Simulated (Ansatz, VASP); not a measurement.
CdF2 in VASP and in Ansatz

Contents of INCAR:

```
PREC = Accurate
ENCUT = 520
EDIFF = 1E-7
ISMEAR = 0
SIGMA = 0.05
LREAL = F
LASPH = T
NELM = 80
ALGO = Normal
ISIF = 2
LWAVE = F
LCHARG = F
GGA = PS
IVDW = 12
NBANDS = 20
```

KPOINTS

```
Automatic mesh
0
Gamma
  8 8 8
```

POSCAR

```
CdF2
1.0
    0.0000000000      2.6955396872      2.6955396872
    2.6955396872      0.0000000000      2.6955396872
    2.6955396872      2.6955396872      0.0000000000
Cd F
1 2
Direct
    0.0000000000      0.0000000000      0.0000000000
    0.2500000000      0.2500000000      0.2500000000
    0.7500000000      0.7500000000      0.7500000000
```

Input for Ansatz:

```yaml
crystal:
  lattice:
    - [0.0, 2.6955396872, 2.6955396872]
    - [2.6955396872, 0.0, 2.6955396872]
    - [2.6955396872, 2.6955396872, 0.0]
  atoms:
    - { symbol: Cd, position: [0.0, 0.0, 0.0] }
    - { symbol: F, position: [0.25, 0.25, 0.25] }
    - { symbol: F, position: [0.75, 0.75, 0.75] }
basis:
  ecutwfc: 420
  ecutrho_ratio: 4
kpoints:
  mp_grid: { grid: [8, 8, 8] }
hamiltonian:
  xc: pbesol
  dispersion: d3bj
scf:
  occupations: { method: gaussian, width: 0.05 }
output:
  forces: true
  stress: true
  eigenvalues: true
```

Alike in both runs: task single point; functional PBEsol; dispersion D3(BJ); k mesh 8 × 8 × 8; occupations gaussian, width 0.05 eV; no spin polarisation.

```csv
,VASP,Ansatz
version,VASP 6.6.1,Ansatz 0.2.0
potentials or method,"VASP PAW PBE potentials, release 64 (Cd, F)","scalar-relativistic, plane waves, PAW"
plane-wave cutoff (eV),520,420
valence electrons in the cell,26,34
```

```csv
,VASP,Ansatz,Ansatz less VASP
gap on the k mesh at the Fermi level (eV),2.90,2.93,+0.032
least direct gap on the mesh (eV),3.39,3.42,+0.031
pressure (GPa),-1.4,-2.1,-0.77
dispersion energy (meV/atom),-136.5,-136.5,-0.04
```

The two sets of potentials don't hold the same shells in valence.

Caveats: the PAW data sets were made with another functional, which shifts forces and pressure a little (VASP). A k mesh can miss the band edges. As with any semilocal functional, this PBEsol gap is likely too small.
